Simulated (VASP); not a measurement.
AlN, 36 atoms in the cell. It takes space group P6_3mc (No. 186, hexagonal). The conventional cell has a = 3.130 Å, b = 3.130 Å, c = 5.018 Å, α = 90.00°, β = 90.00°, γ = 120.00°. Al (site symmetry 3m) has 4 N at 1.90 to 1.91 Å as nearest neighbours. Around Al (site symmetry 3m) lie 4 N at 1.90 to 1.91 Å. N (site symmetry 3m) is surrounded by 4 Al at 1.90 to 1.91 Å. Around N (site symmetry 3m) lie 4 Al at 1.90 to 1.91 Å. The cell is a database's computed one. The cell isn't the ideal one: the perfect crystal in a cell of 36 atoms.

| Item | Value |
| --- | --- |
| Program | VASP 6.6.1 |
| Task | single point |
| Functional | PBE |
| Potentials or basis | VASP PAW PBE potentials, release 64 (Al, N) |
| Cutoff | 520 eV |
| k mesh | 2 × 2 × 2, shifted |
| Occupations | gaussian, width 0.02 eV |
| Spin | no spin polarisation |
| Dipole correction | no |
| Further INCAR settings | LREAL = Auto; ALGO = Fast; EDIFF = 1e-06; NBANDS = 96 |

Potentials or basis: VASP PAW PBE potentials, release 64 (Al, N).

Launch:

```sh
$ cat potpaw_PBE.64/Al/POTCAR potpaw_PBE.64/N/POTCAR > POTCAR
$ mpirun -np 1 vasp_std > vasp.out
```

Hardware: 1 thread of Intel(R) Xeon(R) Platinum 8488C (Sapphire Rapids), with other jobs on the host.

**Question.** How long does it take, and how much memory?

**Answer.** It took 100 s on 1 thread of Intel(R) Xeon(R) Platinum 8488C (Sapphire Rapids), with other jobs on the host, peak memory 0.42 GiB. Counts: scf iterations 18, k points 2.
